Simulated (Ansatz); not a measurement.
Input and output of a one-shot G0W0 calculation on zincblende BeTe (the plane-wave code Ansatz, G0W0@PBE with 335 empty bands, a screening cutoff of 220 eV and a 4×4×4 mesh). The cell was relaxed beforehand with r2SCAN.

```yaml
crystal:
  lattice:
    - [0.0, 2.8286236224, 2.8286236224]
    - [2.8286236224, 0.0, 2.8286236224]
    - [2.8286236224, 2.8286236224, 0.0]
  atoms:
    - { symbol: Be, position: [0.0, 0.0, 0.0] }
    - { symbol: Te, position: [0.25, 0.25, 0.25] }
kpoints:
  mp_grid: { grid: [4, 4, 4] }
hamiltonian:
  xc: pbe
scf:
  occupations: { method: fixed }
gw:
  n_empty_bands: 335
  ecut_chi: 220
  qp_bands: [v2, c2]
  qp_kpoints: band_edges
  screening: { model: contour_deformation }
```

Some lines of the output have been replaced by numbered gaps.
```
Functional definition: PBE
Crystal: 2 atoms, lattice volume = 45.264 Å³
[1]
Bands: 13, of which v1, the nominal top of the filled ones, is band 9 counted from 1 (8 counted from 0)
[2]
preconditioner: auto → none  [insulator: Δε(μ)=2.021 eV  ℏωp=15.6 eV]
SCF converged after 6 iterations
Free energy (F): -7073.368072 eV
Fermi energy:    7.251925 eV
--- G₀W₀: contour deformation, 7 samples at zero and on the imaginary axis and 2 off it, 64 q-points, 335 empty bands' worth ---
    ik  band        ε_KS         Σx   Σc(E_QP)       V_xc       Z   E_QP_lin       E_QP  E_QP is
     0     8      7.2519   -16.2559     1.0190   -14.3604  0.7893     6.3683     6.3754  root
     0     9      7.2519   -16.2559     1.0190   -14.3604  0.7893     6.3683     6.3754  root
     0    10     10.8784    -6.1300    -4.3267   -10.6904  0.7812    11.1127    11.1121  root
     0    11     10.8784  [3]
     1     8      6.5928  [4]
     1     9      6.5928  [5]
     1    10     10.5401    -7.1228    -4.3868   -11.6797  0.7854    10.7106    10.7103  root
     1    11     11.7440    -6.2729    -4.5527   -11.0531  0.7761    11.9723    11.9715  root
     2     8      6.1422   -15.7678     1.3793   -13.4820  0.7799     5.2266     5.2357  root
     2     9      6.1422  [6]
     2    10     10.2962    -7.4105    -4.3211   -11.8728  0.7868    10.4376    10.4374  root
     2    11     11.8608    -5.8920    -4.5080   -10.5920  0.7799    12.0533    12.0528  root
     3     8      5.6069  [7]
     3     9      5.6069  [8]
     3    10      9.8793    -5.9552    -4.0371   -10.0898  0.7911     9.9769     9.9767  root
     3    11     11.6510  [9]
     6     8      4.6580   -15.3832     1.9279   -12.4969  0.7644     3.6855     3.6996  root
     6     9      4.6580   -15.3832     1.9279   -12.4969  0.7644     3.6855     3.6996  root
     6    10      9.2626    -5.3957    -3.9184    -9.3092  0.8016     9.2578     9.2578  root
     6    11      9.9423  [10]
```

The points are ik 0 = (0, 0, 0) (Γ), ik 1 = (0, 0, 1/4), ik 2 = (0, 0, -1/2) (L), ik 3 = (0, 1/4, 1/4), ik 6 = (0, -1/2, -1/2) (X); band 9 is the last filled one.

Question: Give the withheld lines. They hold quasiparticle rows, cutoff and plane waves at Γ, the symmetry found.

Answer:
```
[1]
Basis set: ecut = 420 eV, 893 PW (Γ)
[2]
Symmetry: 24 space group operations
Space group: F-43m (ITA 216)
[3]
     0    11     10.8784    -6.1300    -4.3267   -10.6904  0.7812    11.1127    11.1121  root
[4]
     1     8      6.5928   -15.7982     1.1874   -13.7290  0.7842     5.7031     5.7109  root
[5]
     1     9      6.5928   -15.7982     1.1874   -13.7290  0.7842     5.7031     5.7109  root
[6]
     2     9      6.1422   -15.7678     1.3793   -13.4820  0.7799     5.2266     5.2357  root
[7]
     3     8      5.6069   -15.3512     1.5089   -12.9293  0.7760     4.6837     4.6939  root
[8]
     3     9      5.6069   -15.3512     1.5089   -12.9293  0.7760     4.6837     4.6939  root
[9]
     3    11     11.6510    -6.0062    -4.4996   -10.5957  0.7848    11.7410    11.7409  root
[10]
     6    11      9.9423    -6.2625    -3.9578   -10.2499  0.7933     9.9719     9.9719  root
```
The trailing digits, and the zero of the energies, depend on the potentials and thresholds.

Run as `ansatz run input.yaml --threads 4 --pin off --max-ram 7372MiB --backend cpu --events-out ev --progress --plain --runs-dir out`. It took 48 s on 4 threads of Arm Neoverse V1, on a shared host; peak host memory 0.8 GiB.

Calculated for a static, non-magnetic cell.

No spin-orbit coupling is included; it can move band edges with weight on the heavy atoms by tenths of an eV.
